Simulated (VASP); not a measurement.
**Ge (strained lonsdaleite (2H)): a PBE single-point calculation in VASP**

INCAR

```
IBRION = -1
NBANDS = 36
NSW = 0
PREC = Accurate
LWAVE = .FALSE.
ISIF = 2
ISMEAR = -1
SIGMA = 0.02
NELM = 120
LELF = .TRUE.
LCHARG = .TRUE.
LREAL = .FALSE.
LASPH = .TRUE.
EDIFF = 1E-7
ENCUT = 520
GGA = PE
```

KPOINTS

```
KPOINTS created by Atomic Simulation Environment
0
Gamma
12 12 4
0 0 0
```

KPOINTS_OPT

```
special points
7
Reciprocal
0.0000000000 0.0000000000 0.0000000000 1
0.5000000000 0.0000000000 0.0000000000 1
0.3333333333 0.3333333333 0.0000000000 1
0.0000000000 0.0000000000 0.5000000000 1
0.5000000000 0.0000000000 0.5000000000 1
0.3333333333 0.3333333333 0.5000000000 1
-0.0009770000 0.0003260000 0.1666670000 1
```

POSCAR

```
Ge
 1.0000000000000000
     3.9976152111186534   -0.0000000000288675    0.0000000000000000
    -1.9988076055343267    3.4620363273982795    0.0000000000000000
     0.0000000000000000    0.0000000000000000    6.5268913201999998
 Ge
   4
Cartesian
  0.0000000000166667  2.3080242182558970 -0.0016471676568821
  1.9988076055676600  1.1540121091135149  3.2617984924431176
  0.0000000000166667  2.3080242182558970  2.4492314127318813
  1.9988076055676600  1.1540121091135149  5.7126770728318812
```

VASP ran with the recommended PBE PAW datasets (56 valence electrons in the cell).

Command

```
mpirun -np 1 vasp_std
```

OSZICAR

```
N       E                     dE             d eps       ncg     rms          rms(c)
DAV:   1     0.499028612982E+03    0.49903E+03   -0.28250E+04  4696   0.432E+03
DAV:   2     0.685540314748E+02   -0.43047E+03   -0.41955E+03  4104   0.808E+02
DAV:   3    -0.132744685833E+02   -0.81829E+02   -0.80578E+02  4396   0.207E+02
DAV:   4    -0.180291600986E+02   -0.47547E+01   -0.47340E+01  4896   0.577E+01
DAV:   5    -0.181238404655E+02   -0.94680E-01   -0.94649E-01  4592   0.910E+00    0.457E+00
DAV:   6    -0.180044836688E+02    0.11936E+00   -0.66373E-02  4524   0.198E+00    0.269E+00
DAV:   7    -0.179398584536E+02    0.64625E-01   -0.10451E-01  4436   0.222E+00    0.193E-01
DAV:   8    -0.179433554824E+02   -0.34970E-02   -0.12418E-02  4540   0.995E-01    0.849E-02
DAV:   9    -0.179441796739E+02   -0.82419E-03   -0.90061E-04  4492   0.128E-01    0.190E-02
DAV:  10    -0.179442091799E+02   -0.29506E-04   -0.57084E-05  5044   0.790E-02    0.766E-03
DAV:  11    -0.179442183708E+02   -0.91909E-05   -0.19878E-05  4524   0.234E-02    0.363E-03
DAV:  12    -0.179442192502E+02   -0.87944E-06   -0.10681E-06  4520   0.111E-02    0.689E-04
DAV:  13    -0.179442191971E+02    0.53109E-07   -0.59148E-08  3176   0.205E-03
   1 F= -.17944219E+02 E0= -.17944149E+02  d E =-.141316E-03
       N       E                     dE             ncg
DAV:   1     0.345130954080E+04   -0.97495E+04      572
DAV:   2     0.403601065910E+03   -0.30477E+04      504
DAV:   3    -0.171761918231E+03   -0.57536E+03      560
DAV:   4    -0.203557380192E+03   -0.31795E+02      584
DAV:   5    -0.204283735824E+03   -0.72636E+00      548
DAV:   6    -0.204303893455E+03   -0.20158E-01      604
DAV:   7    -0.204304572802E+03   -0.67935E-03      560
DAV:   8    -0.204304610062E+03   -0.37259E-04      644
DAV:   9    -0.204304611786E+03   -0.17240E-05      544
DAV:  10    -0.204304611850E+03   -0.64483E-07      404
```

From OUTCAR

```
k-points           NKPTS =     57   k-points in BZ     NKDIM =     57   number of bands    NBANDS=     36

   NELECT =      56.0000    total number of electrons

   dimension x,y,z NGX =    30 NGY =   30 NGZ =   50
   dimension x,y,z NGXF=    60 NGYF=   60 NGZF=  100

  energy-cutoff  :      520.00
  volume of cell :       90.33
      direct lattice vectors                 reciprocal lattice vectors
     3.997615211 -0.000000000  0.000000000     0.250149138  0.144423672  0.000000000
    -1.998807606  3.462036327  0.000000000     0.000000000  0.288847345  0.000000000
     0.000000000  0.000000000  6.526891320     0.000000000  0.000000000  0.153212295

 k-points in reciprocal lattice and weights: KPOINTS created by Atomic Simulation Env
   0.00000000  0.00000000  0.00000000       0.002
   0.08333333  0.00000000  0.00000000       0.010
   0.16666667  0.00000000  0.00000000       0.010
   0.25000000  0.00000000  0.00000000       0.010
   0.33333333  0.00000000  0.00000000       0.010
   0.41666667  0.00000000  0.00000000       0.010
   0.50000000  0.00000000  0.00000000       0.005
   0.08333333  0.08333333  0.00000000       0.010
   ...

 E-fermi :   5.1028

 k-point     1 :       0.0000    0.0000    0.0000
  band No.  band energies     occupation
      1     -19.8397      2.00000
      2     -19.8397      2.00000
      3     -19.8090      2.00000
      4     -19.7998      2.00000
      5     -19.7998      2.00000
      6     -19.7903      2.00000
      7     -19.7772      2.00000
      8     -19.7772      2.00000
      9     -19.7214      2.00000
     10     -19.7214      2.00000
     11     -19.5984      2.00000
     12     -19.5984      2.00000
     13     -19.5822      2.00000
     14     -19.5663      2.00000
     15     -19.5663      2.00000
     16     -19.5600      2.00000
     17     -19.5432      2.00000
     18     -19.5432      2.00000
     19     -19.5158      2.00000
     20     -19.5158      2.00000
     21      -7.7888      2.00000
     22      -5.6659      2.00000
     23      -2.5808      2.00000
     24       3.5090      2.00000
     25       3.5091      2.00000
     26       4.8944      1.99994
     27       4.9605      1.99838
     28       5.1695      0.06899
     29       5.1695      0.06897
     30       5.1977      0.01731
     31       7.2867      0.00000
     32       7.2867      0.00000
     33       7.9048      0.00000
     34       9.6381      0.00000
     35       9.6381      0.00000
     36      11.2148      0.00000

 k-point     2 :       0.0833    0.0000    0.0000
  band No.  band energies     occupation
      1     -19.8451      2.00000
      2     -19.8414      2.00000
      3     -19.8131      2.00000
      4     -19.8027      2.00000
      5     -19.8001      2.00000
      6     -19.7842      2.00000
      7     -19.7734      2.00000
      8     -19.7697      2.00000
      9     -19.7175      2.00000
     10     -19.7161      2.00000
     11     -19.6054      2.00000
     12     -19.6053      2.00000
     13     -19.5903      2.00000
     14     -19.5649      2.00000
     15     -19.5639      2.00000
     16     -19.5605      2.00000
     17     -19.5478      2.00000
     18     -19.5403      2.00000
     19     -19.5128      2.00000
     20     -19.5093      2.00000
     21      -7.7135      2.00000
     22      -5.5878      2.00000
     23      -2.5698      2.00000
     24       2.6629      2.00000
     25       3.3408      2.00000
     26       3.8216      2.00000
     27       4.8049      2.00000
     28       5.0075      1.98309
     29       5.6510      0.00000
     30       6.2391      0.00000
     31       7.2995      0.00000
     32       7.5243      0.00000
     33       8.1469      0.00000
     34       9.6305      0.00000
     35       9.9491      0.00000
     36      11.5811      0.00000

 k-point     3 :       0.1667    0.0000    0.0000
  band No.  band energies     occupation
      1     -19.8543      2.00000
      2     -19.8449      2.00000
      3     -19.8213      2.00000
      4     -19.8088      2.00000
      5     -19.7997      2.00000
      6     -19.7753      2.00000
      7     -19.7639      2.00000
      8     -19.7492      2.00000
      9     -19.7075      2.00000
     10     -19.7028      2.00000
     11     -19.6205      2.00000
     12     -19.6192      2.00000
     13     -19.6109      2.00000
     14     -19.5727      2.00000
     15     -19.5616      2.00000
     16     -19.5579      2.00000
     17     -19.5501      2.00000
     18     -19.5326      2.00000
     19     -19.5076      2.00000
     20     -19.4986      2.00000
     21      -7.4898      2.00000
     22      -5.3551      2.00000
     23      -2.5760      2.00000
     24       1.5141      2.00000
     25       2.4063      2.00000
     26       2.9598      2.00000
     27       4.3625      2.00000
     28       4.6356      2.00000
     29       6.1210      0.00000
     30       6.7874      0.00000
     31       7.9328      0.00000
     32       8.0536      0.00000
     33       8.4053      0.00000
     34      10.1871      0.00000
     35      10.7612      0.00000
     36      10.8598      0.00000

 k-point     4 :       0.2500    0.0000    0.0000
  band No.  band energies     occupation
      1     -19.8606      2.00000
      2     -19.8480      2.00000
      3     -19.8302      2.00000
      4     -19.8151      2.00000
      5     -19.7967      2.00000
      6     -19.7682      2.00000
      7     -19.7523      2.00000
      8     -19.7230      2.00000
      9     -19.6951      2.00000
     10     -19.6862      2.00000
     11     -19.6376      2.00000
     12     -19.6370      2.00000
     13     -19.6339      2.00000
     14     -19.5783      2.00000
     15     -19.5694      2.00000
     16     -19.5636      2.00000
     17     -19.5405      2.00000
     18     -19.5234      2.00000
     19     -19.5031      2.00000
     20     -19.4909      2.00000
     21      -7.1259      2.00000
     22      -4.9742      2.00000
     23      -2.7308      2.00000
     24       0.6581      2.00000
     25       1.0500      2.00000
     26       2.5495      2.00000
     27       3.7361      2.00000
     28       4.2301      2.00000
     29       5.9983      0.00000
     30       6.9854      0.00000
     31       8.4335      0.00000
     32       8.5253      0.00000
     33       8.8462      0.00000
     34      10.6858      0.00000
     35      11.4768      0.00000
     36      11.8699      0.00000

 k-point     5 :       0.3333    0.0000    0.0000
  band No.  band energies     occupation
      1     -19.8627      2.00000
      2     -19.8498      2.00000
      3     -19.8389      2.00000
      4     -19.8198      2.00000
      5     -19.7903      2.00000
      6     -19.7633      2.00000
      7     -19.7417      2.00000
      8     -19.6967      2.00000
      9     -19.6838      2.00000
     10     -19.6701      2.00000
     11     -19.6632      2.00000
     12     -19.6529      2.00000
     13     -19.6466      2.00000
     14     -19.5815      2.00000
     15     -19.5805      2.00000
     16     -19.5702      2.00000
     17     -19.5330      2.00000
     18     -19.5142      2.00000
     19     -19.5003      2.00000
     20     -19.4878      2.00000
     21      -6.6437      2.00000
     22      -4.4639      2.00000
     23      -3.1793      2.00000
     24      -0.1808      2.00000
     25       0.3022      2.00000
     26       2.2131      2.00000
     27       3.0626      2.00000
     28       3.8956      2.00000
     29       5.7818      0.00000
     30       6.9438      0.00000
     31       8.7039      0.00000
     32       8.7396      0.00000
     33       8.9179      0.00000
     34      11.7967      0.00000
     35      12.0688      0.00000
     36      12.1969      0.00000

 ...

  Total        1.7901537      1.7901537      2.6102511      0.0000000     -0.0000000      0.0000000
  in kB       31.7513289     31.7513289     46.2971097      0.0000000     -0.0000000      0.0000000
  external PRESSURE =      36.5999225 kB  Pullay stress =       0.0000000 kB

 POSITION                                       TOTAL-FORCE (eV/Angst)
 -----------------------------------------------------------------------------------
      0.00000      2.30802      6.52524        -0.000000      0.000000     -0.002391
      1.99881      1.15401      3.26180         0.000000     -0.000000     -0.002391
      0.00000      2.30802      2.44923        -0.000000     -0.000000      0.002391
      1.99881      1.15401      5.71268         0.000000     -0.000000      0.002391
 -----------------------------------------------------------------------------------
    total drift:                                0.000000      0.000001     -0.000045

  FREE ENERGIE OF THE ION-ELECTRON SYSTEM (eV)
  ---------------------------------------------------
  free  energy   TOTEN  =       -17.9442191971 eV

  energy  without entropy=      -17.9440778816  energy(sigma->0) =      -17.94414854
```

```yaml
gap_between_bands_v_and_c: "-0.18 eV (bands overlap: a metal)"
least_direct_gap: 0.00 eV
pressure: 3.7 GPa
```

Band v is the last that the valence electrons fill when counted band by band, and c is the next.

The run took about 2.8 min on one core of a shared host (Intel Xeon Platinum 8488C) and held 0.35 GiB at most.
